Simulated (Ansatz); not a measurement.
## Cu2O (Cuprite) under changes of volume

One of the cells (12.885 Å³/atom); the others are scaled copies at fixed shape and fractional positions:

```
CELL_PARAMETERS angstrom
4.26000 0.00000 0.00000
0.00000 4.26000 0.00000
0.00000 0.00000 4.26000
ATOMIC_POSITIONS crystal
Cu 0.75000 0.25000 0.75000
Cu 0.75000 0.75000 0.25000
Cu 0.25000 0.75000 0.75000
Cu 0.25000 0.25000 0.25000
O 0.50000 0.50000 0.50000
O 0.00000 0.00000 0.00000
```

* Program: Ansatz 0.2.0
* Functional: PBE
* Potentials or basis: Ansatz PAW
* Cutoff: 420 eV (not typed: the program's choice for these potentials)
* k mesh: 6 × 6 × 6
* Occupations: fermi-dirac, width 0.05 eV
* Spin: no spin polarisation

```tsv
volume (Å³/atom)	energy over the lowest point (meV/atom)	pressure (GPa)	gap on the mesh (eV)
12.112	?	?	?
12.369	22.31	8.9	0.63
12.627	10.49	5.9	0.58
12.885	3.18	3.2	0.53
13.142	0.00	0.8	0.49
13.400	0.44	-1.3	0.45
13.658	4.10	-3.2	0.41
```

Question: What does the run at 12.112 Å³/atom give?

Answer: Energy over the lowest point 39.24 meV/atom; pressure 12.3 GPa; gap on the mesh 0.68 eV.

Worked out: A Birch-Murnaghan fit of order 3 (a polynomial in V^(-2/3)) to the other rows has its minimum at 13.24 Å³/atom with B0 = V·E''(V) = 111 GPa and B' = 4.8. It gives 39.20 meV/atom at 12.112 Å³/atom, against the run's 39.24, and -dE/dV = 12.2 GPa, against 12.3. A straight line through the other rows of the gap, of slope -2.21 eV per unit of ln V (its deformation potential), extrapolates to 0.67 eV, against the run's 0.68.

Energies are extrapolated to zero smearing.

A mesh can miss the band edges.
